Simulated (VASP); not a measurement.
Results of a VASP single-point calculation on BP (strained zincblende)

POSCAR

```
B  P
 1.0000000000000000
     0.0000000000000000    2.1775830422000002    2.1775830422000002
     2.1775830422000002    0.0000000000000000    2.1775830422000002
     2.1775830422000002    2.1775830422000002    0.0000000000000000
 B   P
   1   1
Cartesian
  0.0000000000000000  0.0000000000000000  0.0000000000000000
  1.0887915211000003  1.0887915211000003  1.0887915211000003
```

```json
{
  "gap between bands v and c": "1.25 eV",
  "least direct gap": "3.87 eV"
}
```

Band v is the last that the valence electrons fill when counted band by band, and c is the next. Levels in eV from the top of v:

```tsv
point	v−1	v	c	c+1
Γ	0.00	0.00	3.87	3.87
X	-4.81	-4.81	1.28	1.81
K	-7.34	-4.10	2.28	6.75
L	-2.01	-2.01	4.95	5.11
W	-6.67	-6.49	5.76	7.52
```

Q: Which of these levels of theory gave these results?
A. LDA
B. PBE with spin–orbit coupling
C. PBEsol
D. r²SCAN
E. PBE0
F. PBE
G. HSE06

A: D.

The INCAR was:

```
LASPH = .TRUE.
LELF = .TRUE.
ISIF = 2
SIGMA = 0.01
ENCUT = 520
EDIFF = 1E-7
PREC = Accurate
LREAL = .FALSE.
ALGO = Normal
METAGGA = R2SCAN
NBANDS = 11
NSW = 0
ISMEAR = 0
LCHARG = .TRUE.
NELM = 120
LWAVE = .FALSE.
IBRION = -1
```
